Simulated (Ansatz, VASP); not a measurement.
**One calculation of NaCl, two programs**

```xyz
2
Lattice="2.8789 0.0000 0.0000 0.0000 2.8789 0.0000 0.0000 0.0000 2.8789" Properties=species:S:1:pos:R:3 pbc="T T T"
Na    0.0000    0.0000    0.0000
Cl    1.4395    1.4395    1.4395
```

Change from the starting cell: volume scaled by 1.02.

Alike in both runs: task single point; functional PBEsol; k mesh 9 × 9 × 9; occupations fermi-dirac, width 0.03 eV; no spin polarisation.

|  | VASP | Ansatz |
| --- | --- | --- |
| version | VASP 6.6.1 | Ansatz 0.2.0 |
| potentials or method | VASP PAW PBE potentials, release 64 (Na_pv, Cl), cutoff 520 eV | all-electron LAPW, scalar-relativistic |

```csv
,VASP,Ansatz,Ansatz less VASP
gap on the k mesh at the Fermi level (eV),4.63,4.57,-0.053
pressure (GPa),55.3,54.8,-0.55
```

Ansatz ran all-electron here, so the differences hold the error of VASP's frozen core and of both bases.

Caveats: so large a pressure means that the cell lies far from this level's equilibrium, or that cutoff or potentials fall short (VASP); the potentials were made for another functional, which shifts forces and pressure (VASP); an odd mesh through Γ misses points on the zone boundary, where band edges often lie.
